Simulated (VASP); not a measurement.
# CdS: convergence, self-consistent run

CdS, P1 (no. 1), 4 atoms in the cell. PBE; PAW potentials Cd, S (PBE set). VASP 6.6.1. The atoms are moved at random off their ideal places.

Wanted: energy within 1 meV/atom; forces within 0.005 eV/Å; pressure within 0.1 GPa.

POSCAR:
```
CdS
1.0
    4.1500000000      0.0000000000      0.0000000000
   -2.0750000000      3.5940054257      0.0000000000
    0.0000000000      0.0000000000      6.7370000000
Cd S
2 2
Direct
    0.6663680000      0.3293650000      0.4992170000
    0.3415250000      0.6760710000      0.0033430000
    0.6657060000      0.3337280000      0.8755720000
    0.3359520000      0.6688020000      0.3759430000
```

## One numerical tag moved

| One numerical tag moved | Energy less reference (meV/atom) | Forces, largest deviation (eV/Å) | Pressure (GPa) | SCF iterations | Time (s) |
|---|---|---|---|---|---|
| default | 0.0 | 0.0000 | 2.45 | 17 | 93 |
| RANDOM_GENERATOR = pcg_32 | 0.0 | 0.0000 | 2.45 | 17 | 102 |
| DEPER = 0.05 | 0.0 | 0.0000 | 2.45 | 17 | 125 |
| NDAV = 8 | 0.0 | 0.0000 | 2.45 | 17 | 103 |
| LCORR = F | 0.0 | 0.0001 | 2.46 | 17 | 101 |
| NDAV = 2 | 0.0 | 0.0000 | 2.45 | 17 | 102 |
| EBREAK = 1e-10 | 0.0 | 0.0000 | 2.45 | 17 | 103 |
| NBLK = 64 | 0.0 | 0.0000 | 2.45 | 17 | 112 |
| WEIMIN = 0.0 | 0.0 | 0.0000 | 2.45 | 17 | 108 |

Chosen: default; no other choice that stays within half of the tolerance saves 30 % of the time.

## The input

INCAR:
```
PREC = Accurate
ENCUT = 520
EDIFF = 1E-7
ISMEAR = 0
SIGMA = 0.02
LREAL = F
LASPH = T
ALGO = Normal
NELM = 100
ISIF = 2
LWAVE = F
LCHARG = F
```

KPOINTS:
```
k-points
0
Gamma
  6 6 4
```

Commands:
```
cat potpaw_PBE.64/Cd/POTCAR potpaw_PBE.64/S/POTCAR > POTCAR
mpirun -np 1 vasp_std > vasp.out
```

The chosen input took VASP 6.6.1 93 s on 1 core (AMD EPYC 9R45 (Zen 5)), a shared host.
